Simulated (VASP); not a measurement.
**Band gap of BeS: mesh and cell**

How far does the LDA gap of BeS depend on mesh and cell? The starting structure is a computed structure from the Materials Project. Cell and atoms stay as given unless a step says otherwise.

Calculated with VASP 6.6.1; Kohn-Sham DFT with plane waves and PAW; LDA.

## (1) Starting point

The structure is cubic, space group F-43m (No. 216). Conventional cell: a = 4.870 Å, b = 4.870 Å, c = 4.870 Å, α = 90.00°, β = 90.00°, γ = 90.00°. Nearest to S lie 4 Be at 2.11 Å. Nearest to Be lie 4 S at 2.11 Å. Farther neighbours and most contacts between anions are not listed.

As a file:

```xyz
2
Lattice="0.0000 2.4352 2.4352 2.4352 0.0000 2.4352 2.4352 2.4352 0.0000" Properties=species:S:1:pos:R:3 pbc="T T T"
S     1.2176    1.2176    1.2176
Be    0.0000    0.0000    0.0000
```

## (2) Reference bands

The input, INCAR:

```
SYSTEM = BeS
PREC = Accurate
ENCUT = 350
EDIFF = 1E-06
NELM = 100
ISMEAR = 0
SIGMA = 0.03
LREAL = .FALSE.
ALGO = Normal
GGA = CA
NBANDS = 16
LORBIT = 11
LWAVE = .FALSE.
LCHARG = .FALSE.
KPAR = 4
LASPH = .TRUE.
```

The input, POSCAR:

```
BeS
1.0
    0.0000000000      2.4351516489      2.4351516489
    2.4351516489      0.0000000000      2.4351516489
    2.4351516489      2.4351516489      0.0000000000
S Be
1 1
Direct
    0.2500000000      0.2500000000      0.2500000000
    0.0000000000      0.0000000000      0.0000000000
```

The input, KPOINTS:

```
Automatic mesh
0
Gamma
8 8 8
0 0 0
```

The input, KPOINTS_OPT:

```
Line mode
10
Line-mode
Reciprocal
  0.00000000   0.00000000   0.00000000 GAMMA
  0.50000000   0.00000000   0.50000000 X

  0.50000000   0.00000000   0.50000000 X
  0.50000000   0.25000000   0.75000000 W

  0.50000000   0.25000000   0.75000000 W
  0.37500000   0.37500000   0.75000000 K

  0.37500000   0.37500000   0.75000000 K
  0.00000000   0.00000000   0.00000000 GAMMA

  0.00000000   0.00000000   0.00000000 GAMMA
  0.50000000   0.50000000   0.50000000 L

  0.50000000   0.50000000   0.50000000 L
  0.62500000   0.25000000   0.62500000 U

  0.62500000   0.25000000   0.62500000 U
  0.50000000   0.25000000   0.75000000 W

  0.50000000   0.25000000   0.75000000 W
  0.50000000   0.50000000   0.50000000 L

  0.50000000   0.50000000   0.50000000 L
  0.37500000   0.37500000   0.75000000 K

  0.62500000   0.25000000   0.62500000 U
  0.50000000   0.00000000   0.50000000 X
```

Potentials, in the order of the species: S and Be (LDA family, release 64).

On the command line:

```
> mpirun -np 4 vasp_std
```

What it wrote:

```text
[banner, memory and clock lines left out]
running    4 mpi-ranks, on    1 nodes
 distrk:  each k-point on    1 cores,    4 groups
 distr:  one band on    1 cores,    1 groups

 POSCAR found type information on POSCAR S Be
 POSCAR found :  2 types and       2 ions
 LDA part: xc-table for (Slater(with rela. corr.)+CA(PZ))
 , standard interpolation
 POSCAR, INCAR and KPOINTS ok, starting setup
 FFT: planning ... GRIDC
 FFT: planning ... GRID_SOFT
 FFT: planning ... GRID
 WAVECAR not read
 entering main loop
       N       E                     dE             d eps       ncg     rms          rms(c)
DAV:   1     0.113584252302E+02    0.11358E+02   -0.28977E+03   944   0.316E+02
DAV:   2    -0.107436629366E+02   -0.22102E+02   -0.21403E+02  1272   0.782E+01
DAV:   3    -0.113536220952E+02   -0.60996E+00   -0.60961E+00  1080   0.120E+01
DAV:   4    -0.113556713494E+02   -0.20493E-02   -0.20492E-02  1240   0.786E-01
DAV:   5    -0.113556832865E+02   -0.11937E-04   -0.11937E-04  1096   0.541E-02    0.559E+00
DAV:   6    -0.111868795257E+02    0.16880E+00   -0.97101E-02  1192   0.112E+00    0.371E+00
DAV:   7    -0.111233114010E+02    0.63568E-01   -0.10466E-01  1176   0.121E+00    0.796E-01
DAV:   8    -0.111229885848E+02    0.32282E-03   -0.62900E-03  1064   0.325E-01    0.202E-01
DAV:   9    -0.111229732520E+02    0.15333E-04   -0.33519E-04  1152   0.863E-02    0.137E-01
DAV:  10    -0.111229638073E+02    0.94446E-05   -0.19905E-05  1144   0.153E-02    0.464E-02
DAV:  11    -0.111229655156E+02   -0.17082E-05   -0.15810E-06  1032   0.574E-03    0.642E-03
DAV:  12    -0.111229654819E+02    0.33689E-07   -0.86457E-08   552   0.135E-03
   1 F= -.11122965E+02 E0= -.11122965E+02  d E =-.156074E-21
 Start KPOINTS_OPT (optional k-point list driver)
k-point batch [1-29\100]
       N       E                     dE             ncg
DAV:   1     0.343711571965E+03   -0.68977E+04      936
DAV:   2    -0.289298707009E+03   -0.63301E+03     1248
DAV:   3    -0.308555983838E+03   -0.19257E+02     1144
DAV:   4    -0.308621016672E+03   -0.65033E-01     1192
DAV:   5    -0.308621358850E+03   -0.34218E-03     1160
DAV:   6    -0.308621361250E+03   -0.24001E-05     1192
DAV:   7    -0.308621361269E+03   -0.19706E-07      928
[...]
k-point batch [88-100\100]
       N       E                     dE             ncg
DAV:   1     0.412172841464E+04   -0.35214E+04      416
DAV:   2     0.384602935400E+04   -0.27570E+03      576
DAV:   3     0.383847263760E+04   -0.75567E+01      520
DAV:   4     0.383844433966E+04   -0.28298E-01      552
DAV:   5     0.383844416544E+04   -0.17423E-03      528
DAV:   6     0.383844416404E+04   -0.13924E-05      528
DAV:   7     0.383844416403E+04   -0.11568E-07      432
```

It took 5 s on 4 MPI ranks of Intel Xeon 6975P-C (Granite Rapids), shared host; peak memory 0.47 GiB; 14 s of CPU time.

The logs omit lines about the potential files and the build; timing stands in the text.

Parts of OUTCAR (step 2):

```text
ion  position               nearest neighbor table
   1  0.250  0.250  0.250-   2 2.11   2 2.11   2 2.11   2 2.11
   2  0.000  0.000  0.000-   1 2.11   1 2.11   1 2.11   1 2.11

  LATTYP: Found a face centered cubic cell.
 ALAT       =     4.8703032978

 Subroutine GETGRP returns: Found 24 space group operations
 (whereof 24 operations were pure point group operations)

The static configuration has the point symmetry T_d .

 Found     29 irreducible k-points:

   k-points           NKPTS =     29   k-points in BZ     NKDIM =     29   number of bands    NBANDS=     16

   dimension x,y,z NGX =    24 NGY =   24 NGZ =   24
   dimension x,y,z NGXF=    48 NGYF=   48 NGZF=   48

   ENCUT  =  350.0 eV  25.72 Ry    5.07 a.u.   5.25  5.25  5.25*2*pi/ulx,y,z

   NELECT =       8.0000    total number of electrons

 k-points in reciprocal lattice and weights: Automatic mesh
   0.00000000  0.00000000  0.00000000       0.002
   0.12500000  0.00000000  0.00000000       0.016
   0.25000000  0.00000000  0.00000000       0.016
   0.37500000  0.00000000  0.00000000       0.016
   0.50000000  0.00000000  0.00000000       0.008
   0.12500000  0.12500000  0.00000000       0.012
   0.25000000  0.12500000  0.00000000       0.047
   0.37500000  0.12500000  0.00000000       0.047
   0.50000000  0.12500000  0.00000000       0.047
[...]
-0.37500000  0.50000000  0.12500000       0.023
  -0.25000000  0.50000000  0.25000000       0.012

 average (electrostatic) potential at core
       1 -86.8655       2 -31.9227

 E-fermi :   4.0932

 k-point     1 :       0.0000    0.0000    0.0000
  band No.  band energies     occupation
      1      -9.6720      2.00000
      2       3.9011      2.00000
      3       3.9011      2.00000
      4       3.9011      2.00000
      5       9.4514      0.00000
      6       9.4514      0.00000
      7       9.4514      0.00000
      8       9.4708      0.00000
      9      16.6942      0.00000
    ...

 k-point     2 :       0.1250    0.0000    0.0000
  band No.  band energies     occupation
      1      -9.4964      2.00000
      2       2.6954      2.00000
      3       3.7021      2.00000
      4       3.7021      2.00000
      5       9.3096      0.00000
      6       9.8036      0.00000
      7       9.8036      0.00000
      8      10.8307      0.00000
      9      15.9620      0.00000
    ...

 k-point     3 :       0.2500    0.0000    0.0000
  band No.  band energies     occupation
      1      -9.0122      2.00000
      2       0.6008      2.00000
      3       3.3063      2.00000
      4       3.3063      2.00000
      5       9.2726      0.00000
      6      10.3442      0.00000
      7      10.3442      0.00000
      8      12.9012      0.00000
      9      15.6974      0.00000
    ...

  Total       -0.7635580     -0.7635580     -0.7635580      0.0000000      0.0000000      0.0000000
  in kB      -42.3588896    -42.3588896    -42.3588896      0.0000000      0.0000000      0.0000000
  external PRESSURE =     -42.3588896 kB  Pullay stress =       0.0000000 kB

  energy-cutoff  :      350.00
  volume of cell :       28.88
      direct lattice vectors                 reciprocal lattice vectors
     0.000000000  2.435151649  2.435151649    -0.205326022  0.205326022  0.205326022
     2.435151649  0.000000000  2.435151649     0.205326022 -0.205326022  0.205326022
     2.435151649  2.435151649  0.000000000     0.205326022  0.205326022 -0.205326022

 POSITION                                       TOTAL-FORCE (eV/Angst)
 -----------------------------------------------------------------------------------
      1.21758      1.21758      1.21758        -0.000000     -0.000000     -0.000000
      0.00000      0.00000      0.00000         0.000000      0.000000      0.000000
 -----------------------------------------------------------------------------------
    total drift:                                0.000000      0.000000      0.000000

  FREE ENERGIE OF THE ION-ELECTRON SYSTEM (eV)
  ---------------------------------------------------
  free  energy   TOTEN  =       -11.1229654819 eV

  energy  without entropy=      -11.1229654819  energy(sigma->0) =      -11.12296548

 total charge
# of ion       s       p       d       tot
------------------------------------------
    1        1.304   2.510   0.000   3.813
    2        0.382   0.650   0.000   1.031
--------------------------------------------------
tot          1.685   3.159   0.000   4.845

[... 3 further parts left out ...]
```

At this level the cell is under a tension of 4.2 GPa, so at these settings it is away from equilibrium.

The reference gap is 2.930 eV.

## (3) Bands with cell and atoms relaxed by LDA

Against step 2 the input has another starting structure. The cell comes from a relaxation at this level, not shown (27.59 Å³).

INCAR is that of step 2.

The input, POSCAR:

```
BeS
1.0
    0.0000000000      2.3982259407      2.3982259407
    2.3982259407      0.0000000000      2.3982259407
    2.3982259407      2.3982259407      0.0000000000
S Be
1 1
Direct
    0.2500000000      0.2500000000      0.2500000000
    0.0000000000      0.0000000000      0.0000000000
```

KPOINTS is that of step 2.

KPOINTS_OPT is that of step 2.

On the command line:

```
> mpirun -np 4 vasp_std
```

What it wrote:

```text
[... set-up lines as in an earlier step ...]
 entering main loop
       N       E                     dE             d eps       ncg     rms          rms(c)
DAV:   1     0.103807327991E+02    0.10381E+02   -0.30791E+03   936   0.326E+02
DAV:   2    -0.107802450554E+02   -0.21161E+02   -0.20213E+02  1296   0.743E+01
DAV:   3    -0.114011527858E+02   -0.62091E+00   -0.62037E+00  1040   0.118E+01
DAV:   4    -0.114031642171E+02   -0.20114E-02   -0.20114E-02  1288   0.773E-01
[...]
DAV:  10    -0.111402216304E+02    0.10299E-04   -0.23314E-05  1056   0.167E-02    0.414E-02
DAV:  11    -0.111402232829E+02   -0.16526E-05   -0.12766E-06  1072   0.576E-03    0.961E-03
DAV:  12    -0.111402232141E+02    0.68869E-07   -0.11392E-07   544   0.145E-03
   1 F= -.11140223E+02 E0= -.11140223E+02  d E =-.706159E-11
 Start KPOINTS_OPT (optional k-point list driver)
k-point batch [1-29\100]
       N       E                     dE             ncg
DAV:   1     0.405572558597E+03   -0.63931E+04      928
DAV:   2    -0.218552860638E+03   -0.62413E+03     1312
DAV:   3    -0.235988166337E+03   -0.17435E+02     1104
DAV:   4    -0.236043334584E+03   -0.55168E-01     1256
DAV:   5    -0.236043608445E+03   -0.27386E-03     1072
DAV:   6    -0.236043610294E+03   -0.18490E-05     1240
DAV:   7    -0.236043610310E+03   -0.16049E-07      896
[...]
k-point batch [88-100\100]
       N       E                     dE             ncg
DAV:   1     0.421411238323E+04   -0.35680E+04      424
DAV:   2     0.394148766797E+04   -0.27262E+03      600
DAV:   3     0.393452543437E+04   -0.69622E+01      488
DAV:   4     0.393450130161E+04   -0.24133E-01      560
DAV:   5     0.393450116865E+04   -0.13296E-03      528
DAV:   6     0.393450116769E+04   -0.95783E-06      520
```

Elapsed: 4.8 s, on 4 MPI ranks; peak memory 0.47 GiB.

From OUTCAR (step 3):

```text
  Total        0.0090210      0.0090210      0.0090210      0.0000000      0.0000000     -0.0000000
  in kB        0.5239194      0.5239194      0.5239194      0.0000000      0.0000000     -0.0000000
  external PRESSURE =       0.5239194 kB  Pullay stress =       0.0000000 kB

 POSITION                                       TOTAL-FORCE (eV/Angst)
 -----------------------------------------------------------------------------------
      1.19911      1.19911      1.19911        -0.000000     -0.000000     -0.000000
      0.00000      0.00000      0.00000         0.000000      0.000000      0.000000
 -----------------------------------------------------------------------------------
    total drift:                                0.000000      0.000000      0.000000

  FREE ENERGIE OF THE ION-ELECTRON SYSTEM (eV)
  ---------------------------------------------------
  free  energy   TOTEN  =       -11.1402232141 eV

  energy  without entropy=      -11.1402232141  energy(sigma->0) =      -11.14022321

[... 1 part as in an earlier step ...]

[... 2 further parts left out ...]
[key lines of the parts left out:]
E-fermi :   4.5030
```

With cell and atoms relaxed by LDA the gap is 2.831 eV, -0.099 eV from the reference.

## (4) Bands with a 10×10×10 mesh

Against step 2 the input has a 10×10×10 mesh.

INCAR is that of step 3.

The input, POSCAR:

```
BeS
1.0
    0.0000000000      2.4351516489      2.4351516489
    2.4351516489      0.0000000000      2.4351516489
    2.4351516489      2.4351516489      0.0000000000
S Be
1 1
Direct
    0.2500000000      0.2500000000      0.2500000000
    0.0000000000      0.0000000000      0.0000000000
```

The input, KPOINTS:

```
Automatic mesh
0
Gamma
10 10 10
0 0 0
```

KPOINTS_OPT is that of step 3.

On the command line:

```
> mpirun -np 4 vasp_std
```

What it wrote:

```text
[... set-up lines as in an earlier step ...]
 entering main loop
       N       E                     dE             d eps       ncg     rms          rms(c)
DAV:   1     0.109366636528E+02    0.10937E+02   -0.29643E+03  1528   0.316E+02
DAV:   2    -0.107304454196E+02   -0.21667E+02   -0.20939E+02  2072   0.769E+01
DAV:   3    -0.113536448168E+02   -0.62320E+00   -0.62261E+00  1776   0.120E+01
DAV:   4    -0.113557978281E+02   -0.21530E-02   -0.21530E-02  1960   0.800E-01
[...]
DAV:  10    -0.111231574439E+02    0.94385E-05   -0.19504E-05  1880   0.152E-02    0.479E-02
DAV:  11    -0.111231590892E+02   -0.16453E-05   -0.16074E-06  1696   0.570E-03    0.640E-03
DAV:  12    -0.111231590560E+02    0.33137E-07   -0.89663E-08   936   0.138E-03
   1 F= -.11123159E+02 E0= -.11123159E+02  d E =-.785279E-22
 Start KPOINTS_OPT (optional k-point list driver)
k-point batch [1-47\100]
       N       E                     dE             ncg
DAV:   1     0.653983117760E+03   -0.83167E+04     1520
DAV:   2    -0.352434545748E+03   -0.10064E+04     2024
DAV:   3    -0.381865930757E+03   -0.29431E+02     1848
DAV:   4    -0.381961803215E+03   -0.95872E-01     1896
DAV:   5    -0.381962302129E+03   -0.49891E-03     1832
DAV:   6    -0.381962305659E+03   -0.35297E-05     1912
DAV:   7    -0.381962305702E+03   -0.42748E-07     1472
[...]
k-point batch [95-100\100]
       N       E                     dE             ncg
DAV:   1     0.114301206052E+05   -0.16131E+04      200
DAV:   2     0.113056380105E+05   -0.12448E+03      264
DAV:   3     0.113022351186E+05   -0.34029E+01      232
DAV:   4     0.113022220476E+05   -0.13071E-01      264
DAV:   5     0.113022219608E+05   -0.86733E-04      232
DAV:   6     0.113022219601E+05   -0.73963E-06      272
```

Run time: 4.8 s. Hardware: 4 MPI ranks; peak memory 0.5 GiB.

Parts of OUTCAR (step 4):

```text
  Total       -0.7641287     -0.7641287     -0.7641287      0.0000000      0.0000000      0.0000000
  in kB      -42.3905501    -42.3905501    -42.3905501      0.0000000      0.0000000      0.0000000
  external PRESSURE =     -42.3905501 kB  Pullay stress =       0.0000000 kB

  FREE ENERGIE OF THE ION-ELECTRON SYSTEM (eV)
  ---------------------------------------------------
  free  energy   TOTEN  =       -11.1231590560 eV

  energy  without entropy=      -11.1231590560  energy(sigma->0) =      -11.12315906

[... 2 parts as in an earlier step ...]

[... 2 further parts left out ...]
[key lines of the parts left out:]
E-fermi :   4.0930
```

With a 10×10×10 mesh the gap is 2.931 eV, +0.000 eV from the reference.

## (5) All runs side by side

| run | gap (eV) | change (eV) | core minutes |
| --- | --- | --- | --- |
| reference | 2.93 | - | 0.333 |
| cell and atoms relaxed by LDA | 2.831 | -0.099 | 0.32 |
| a 10×10×10 mesh | 2.931 | 0.0 | 0.32 |

Core minutes are wall time times ranks of the run shown, on a shared host.

## (6) Results

| Item | Value |
| --- | --- |
| reference gap | 2.930 eV |
| gap with cell and atoms relaxed by LDA | 2.831 eV |
| gap with a 10×10×10 mesh | 2.931 eV |

Among the runs that read a gap along the path, the one with cell and atoms relaxed by LDA moves it most, by -0.099 eV. On finer settings it changes by +0.000 eV with a 10×10×10 mesh. The functional's own error isn't tested here. Further runs on this material are not shown.

[Lines on the potential files, build, host, timing and source positions are cut from VASP's logs without a mark.]

[Logs are printed without paths, hosts, clocks, repeated set-up lines and the standing remarks that a program may print on its own settings, such as how far it seeks lower states.]

[Hosts, paths, dates, database ids (printed as entryN), source tags and the programs' standing remarks are cut or masked in the printed files.]
